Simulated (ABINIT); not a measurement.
**Quasiparticle gap of AgBr (Bromargyrite) in ABINIT**

How does a plane-wave GW calculation on AgBr (Bromargyrite) run from the first input to the gap?

Calculated with ABINIT 10.8.3; PBE and many-body steps on it, plane waves.

This is a report of a sequence of runs, with most program output left out.

## (1) Starting point

It takes space group Fm-3m (No. 225, cubic). Conventional cell: a = 5.774 Å, b = 5.774 Å, c = 5.774 Å, α = 90.00°, β = 90.00°, γ = 90.00°. Ag has 6 Br at 2.89 Å nearest. Nearest to Br lie 6 Ag at 2.89 Å. Farther neighbours and most contacts between anions are not listed.

The cell and positions come from the Crystallography Open Database and are kept as given unless a step says otherwise.

## (2) Ground state

This step: ABINIT 10.8.3; DFT, PBE, plane waves, norm-conserving pseudopotentials.

The ground-state density comes first.

The input, run.abi:

```
acell 3*1.0 Angstrom
rprim 
  0.000000000000 2.887250000000 2.887250000000
  2.887250000000 0.000000000000 2.887250000000
  2.887250000000 2.887250000000 0.000000000000
ntypat 2
znucl 47 35
natom 2
typat 1 2
xred 
  0.000000000000 0.000000000000 0.000000000000
  0.500000000000 0.500000000000 0.500000000000
pp_dirpath "pseudos"
pseudos "Ag.upf, Br.upf"
ecut 37
ngkpt 6 6 6
nshiftk 1
shiftk 0 0 0
kptopt 1
chksymbreak 0
nband 18
occopt 1
tolvrs 1e-10
nstep 60
prtwf 0
optforces 0
optstress 0
indata_prefix "in"
outdata_prefix "out"
tmpdata_prefix "tmp"
```

The run is started by

```sh
OMP_NUM_THREADS=1 mpirun -n 8 abinit run.abi > log
```

Wall time 6.7 s (8 MPI ranks of Arm Neoverse V2, shared host); peak memory 0.61 GiB; 53 s of CPU time.

Numbers from this step:

```yaml
total_energy: -4647.0178 eV
gap: 0.6762 eV
k_of_the_valence_top: 0.5, 0, 0
k_of_the_conduction_bottom: 0, 0, 0
least_direct_gap: 2.544 eV
```

The gap is indirect, with the least direct gap 1.87 eV higher.

## (3) Bands along the symmetry lines

Levels along a band path, at the cheap level, show where the edges lie and whether the meshes to come will hold them.

The input, run.abi:

```
acell 3*1.0 Angstrom
rprim 
  0.000000000000 2.887250000000 2.887250000000
  2.887250000000 0.000000000000 2.887250000000
  2.887250000000 2.887250000000 0.000000000000
ntypat 2
znucl 47 35
natom 2
typat 1 2
xred 
  0.000000000000 0.000000000000 0.000000000000
  0.500000000000 0.500000000000 0.500000000000
pp_dirpath "pseudos"
pseudos "Ag.upf, Br.upf"
ecut 37
iscf -2
irdden 1
kptopt 0
nkpt 50
kpt 
  0.00000000 0.00000000 0.00000000
  0.06250000 0.00000000 0.06250000
  0.12500000 0.00000000 0.12500000
  0.18750000 0.00000000 0.18750000
  0.25000000 0.00000000 0.25000000
  0.31250000 0.00000000 0.31250000
  0.37500000 0.00000000 0.37500000
  0.43750000 0.00000000 0.43750000
  0.50000000 0.00000000 0.50000000
  0.51562500 0.03125000 0.51562500
  0.53125000 0.06250000 0.53125000
  0.54687500 0.09375000 0.54687500
  0.56250000 0.12500000 0.56250000
  0.57812500 0.15625000 0.57812500
  0.59375000 0.18750000 0.59375000
  0.60937500 0.21875000 0.60937500
  0.62500000 0.25000000 0.62500000
  0.37500000 0.37500000 0.75000000
  0.32812500 0.32812500 0.65625000
  0.28125000 0.28125000 0.56250000
  0.23437500 0.23437500 0.46875000
  0.18750000 0.18750000 0.37500000
  0.14062500 0.14062500 0.28125000
  0.09375000 0.09375000 0.18750000
  0.04687500 0.04687500 0.09375000
  0.00000000 0.00000000 0.00000000
  0.06250000 0.06250000 0.06250000
  0.12500000 0.12500000 0.12500000
  0.18750000 0.18750000 0.18750000
  0.25000000 0.25000000 0.25000000
  0.31250000 0.31250000 0.31250000
  0.37500000 0.37500000 0.37500000
  0.43750000 0.43750000 0.43750000
  0.50000000 0.50000000 0.50000000
  0.50000000 0.46875000 0.53125000
  0.50000000 0.43750000 0.56250000
  0.50000000 0.40625000 0.59375000
  0.50000000 0.37500000 0.62500000
  0.50000000 0.34375000 0.65625000
  0.50000000 0.31250000 0.68750000
  0.50000000 0.28125000 0.71875000
  0.50000000 0.25000000 0.75000000
  0.50000000 0.21875000 0.71875000
  0.50000000 0.18750000 0.68750000
  0.50000000 0.15625000 0.65625000
  0.50000000 0.12500000 0.62500000
  0.50000000 0.09375000 0.59375000
  0.50000000 0.06250000 0.56250000
  0.50000000 0.03125000 0.53125000
  0.50000000 0.00000000 0.50000000
istwfk *1
nband 20
nbdbuf 2
tolwfr 1e-08
nstep 40
prtwf 0
prtvol 0
indata_prefix "in"
outdata_prefix "out"
tmpdata_prefix "tmp"
```

Elapsed: 8.9 s, on 8 MPI ranks; peak memory 0.54 GiB; 70 s of CPU time.

Numbers from this step:

| Property | Result |
| --- | --- |
| gap | 0.6762 eV |
| k of the valence top | 0.5, 0.5, 0.5 |
| k of the conduction bottom | 0, 0, 0 |
| least direct gap | 2.544 eV |

The gap is 0.676 eV, as in the run before at this level.

The electronic bands at the labelled points (eV, zero at the top of the highest filled band):

```
    point  band 10  band 11  band 12  band 13  band 14  band 15  band 16  band 17
        Γ    -2.72    -1.87    -1.87    -1.87     0.68     9.93     9.93     9.93
  halfway    -2.64    -1.81    -1.81    -1.60     3.25     6.69     7.86     9.48
        X    -2.57    -2.33    -2.33    -2.24     1.64     7.09     9.00    10.97
  halfway    -2.34    -2.28    -2.08    -1.93     2.05     7.09     8.75    10.34
        U    -2.38    -2.16    -1.97    -1.17     2.98     6.84     8.21     9.15
jump to K    -2.38    -2.16    -1.97    -1.17     2.98     6.84     8.21     9.15
  halfway    -2.49    -2.00    -1.74    -0.20     3.75     6.49     7.50     7.83
        Γ    -2.72    -1.87    -1.87    -1.87     0.68     9.93     9.93     9.93
  halfway    -2.58    -2.25    -0.74    -0.74     2.86     7.17     8.25     8.25
        L    -2.43    -2.10     0.00     0.00     3.79     6.49     6.81     6.81
  halfway    -2.42    -2.14    -1.17    -0.59     4.48     5.27     7.84     7.90
        W    -2.32    -2.23    -2.23    -1.48     3.76     7.15     7.68     7.68
  halfway    -2.33    -2.33    -2.27    -1.72     2.47     7.18     8.53     9.07
        X    -2.57    -2.33    -2.33    -2.24     1.64     7.09     9.00    10.97
```

## (4) Empty states on the mesh, 4×4×4 mesh, 147 bands

The sums over transitions need many empty states on a uniform mesh; this step solves for them.

The input, run.abi:

```
acell 3*1.0 Angstrom
rprim 
  0.000000000000 2.887250000000 2.887250000000
  2.887250000000 0.000000000000 2.887250000000
  2.887250000000 2.887250000000 0.000000000000
ntypat 2
znucl 47 35
natom 2
typat 1 2
xred 
  0.000000000000 0.000000000000 0.000000000000
  0.500000000000 0.500000000000 0.500000000000
pp_dirpath "pseudos"
pseudos "Ag.upf, Br.upf"
ecut 37
ngkpt 4 4 4
nshiftk 1
shiftk 0 0 0
kptopt 1
chksymbreak 0
irdden 1
istwfk *1
nband 147
prtvol 0
optdriver 6
gwr_task "HDIAGO"
paral_kgb 0
occopt 1
indata_prefix "in"
outdata_prefix "out"
tmpdata_prefix "tmp"
```

The job ended after 30 s (8 MPI ranks; peak memory 5.7 GiB; 4 min of CPU time).

Numbers from this step:

```
gap                                                           : 0.6764 eV
k of the valence top                                          : 0.5, 0, 0
k of the conduction bottom                                    : 0, 0, 0
least direct gap                                              : 2.544 eV
k points computed                                             : 8
lowest point of the top converged band, above the valence top : 100.2727 eV
```

On this mesh the gap is 0.676 eV.

## (5) Screening, 4×4×4 mesh, 139 bands, screening to 163.3 eV

The RPA dielectric matrix is built and inverted for each q.

This step: RPA screening on PBE, plane waves, norm-conserving pseudopotentials.

run.abi, as its differences from that of step 4:

```diff
@@ -20,10 +20,11 @@
 chksymbreak 0
-irdden 1
 istwfk *1
-nband 147
-prtvol 0
-optdriver 6
-gwr_task "HDIAGO"
-paral_kgb 0
 occopt 1
+irdwfk 1
+optdriver 3
+nband 139
+ecuteps 6
+inclvkb 2
+awtr 1
+symchi 1
 indata_prefix "in"
```

Elapsed: 20 s, on 8 MPI ranks; peak memory 1.6 GiB; 2.6 min of CPU time.

This step gave:

```yaml
eps_infinity_with_local_fields_on_this_mesh_along_the_program_s_q_direction: 6.722
the_same_without_local_fields: 7.273
plasma_frequency: 27.29 eV
plane_waves_in_the_screening_matrix: 259
```

Local fields lower ε∞ by 8 %. On a Γ-centred mesh this coarse the value itself is usually too large, while a short band sum pulls it down.

## (6) Self-energy, 4×4×4 mesh, 139 bands, screening to 163.3 eV

The self-energy is evaluated for the states that the input lists, and the levels follow from it, in one-shot runs by the linearised quasiparticle equation.

This step: G0W0 on PBE, plane waves, norm-conserving pseudopotentials.

run.abi, as its differences from that of step 5:

```diff
@@ -23,8 +23,17 @@
 irdwfk 1
-optdriver 3
+optdriver 4
 nband 139
+gwcalctyp 0
+ecutsigx 37
+symsigma 1
+nkptgw 2
+kptgw 
+  0.5000000000 0.0000000000 0.0000000000
+  0.0000000000 0.0000000000 0.0000000000
+bdgw 
+  12 15
+  11 17
 ecuteps 6
-inclvkb 2
-awtr 1
-symchi 1
+irdscr 1
+ppmodel 1
 indata_prefix "in"
```

Run time: 7.8 s. Hardware: 8 MPI ranks; peak memory 1.6 GiB; 61 s of CPU time.

This step gave:

| Quantity | Value |
| --- | --- |
| G0W0 gap on the points computed | 1.642 eV |
| starting gap on the mesh | 0.6764 eV |
| k of the valence top | 0.5, 0, 0 |
| k of the conduction bottom | 0, 0, 0 |
| Z at the valence top | 0.797 |
| Z at the conduction bottom | 0.825 |
| least direct G0W0 gap on the computed points | 3.712 eV |

The gap on the mesh goes from 0.68 eV to 1.64 eV, a correction of +0.97 eV.

Limits: finite bands, cutoff and mesh; d shell near the gap, gap tends to lie low; no spin-orbit coupling; coarse k mesh. v1 is the top filled band, c1 the lowest empty one. Levels before and after the correction, in eV, zero at the valence-band top of each column:

```
           conduction bottom  valence top
Kohn-Sham               0.68         0.00
     G0W0               1.64         0.00
```

```
                     level  energy (eV)
Kohn-Sham  (0.5 0 0) v2-v1        0.000
Kohn-Sham     (0.5 0 0) c1        3.789
Kohn-Sham     (0.5 0 0) c2        6.489
Kohn-Sham          Γ v3-v1       -1.868
Kohn-Sham             Γ c1        0.676
Kohn-Sham          Γ c2-c4        9.932
     G0W0  (0.5 0 0) v2-v1        0.000
     G0W0     (0.5 0 0) c1        4.592
     G0W0     (0.5 0 0) c2        7.921
     G0W0          Γ v3-v1       -2.070
     G0W0             Γ c1        1.642
     G0W0          Γ c2-c4       11.059
```

## (7) Where the time went

Times are wall times on 8 MPI ranks of Arm Neoverse V2, shared host, good to a factor of about two.

```
                          step   time  share  memory (GiB)
                  ground state  6.7 s    9 %          0.61
bands along the symmetry lines  8.9 s   12 %          0.54
      empty states on the mesh   30 s   41 %           5.7
                     screening   20 s   27 %           1.6
                   self-energy  7.8 s   11 %           1.6
```

## (8) What came out

| Item | Value |
| --- | --- |
| PBE gap | 0.68 eV, indirect |
| G0W0 gap on the mesh | 1.64 eV |
| GW settings | 4×4×4 mesh, 139 bands, screening to 163.3 eV, Godby-Needs plasmon pole |
| known limits | not at the basis limit; d shell near the gap, gap tends to lie low; no spin-orbit coupling; coarse k mesh |

What this shows: G0W0 moves the gap on the mesh from 0.68 eV to 1.64 eV (+0.97 eV), with Z of 0.80 and 0.82 at the edges. Local fields lower the RPA ε∞ on this mesh from 7.27 to 6.72; a Γ-centred mesh this coarse tends to raise both, most where the direct gap is narrow, while a short band sum lowers them. Only 2 of the mesh's irreducible points were corrected, so a valley elsewhere could overtake. The dearest step here is «empty states on the mesh». Bands and cutoff are finite, so the gap is not at the basis limit. The miss can reach some tenths of an eV and take either sign; the mesh is an error of its own. In the G0W0 run levels were corrected at 2 k points alone, so a gap called «on the mesh» is the least over those, and an edge elsewhere would be missed. The 4×4×4 mesh is coarse for this cell, which bears on the long-range parts of exchange and screening. A d shell, filled or nearly so, lies near the gap. One-shot GW converges very slowly in bands there, not always from below, and on a semilocal start the gap tends to come out low; starts rich in exact exchange can overshoot instead. The many-body steps are scalar-relativistic: spin-orbit coupling is not in them.

[Paths, hosts, dates, memory and timing lines, banners, echoed tables and standing remarks are left out of the program output.]

[Logs are printed without paths, hosts, clocks, repeated set-up lines and the standing remarks that a program may print on its own settings, such as how far it seeks lower states.]

[Runs of the session that timed out or met a known fault of the program may be left out.]

[Hosts, paths, dates, database ids (printed as entryN), source tags and the programs' standing remarks are cut or masked in the printed files.]

[G0W0 gaps are taken among the corrected bands and points alone; a level outside them can change the order at an edge.]

[Where Ansatz stands beside ABINIT at settings called matched, ABINIT's density can come from a denser mesh and the files from another edition; pairs whose starting gaps differed by over 0.03 eV were left out, so agreement reads better than it is.]
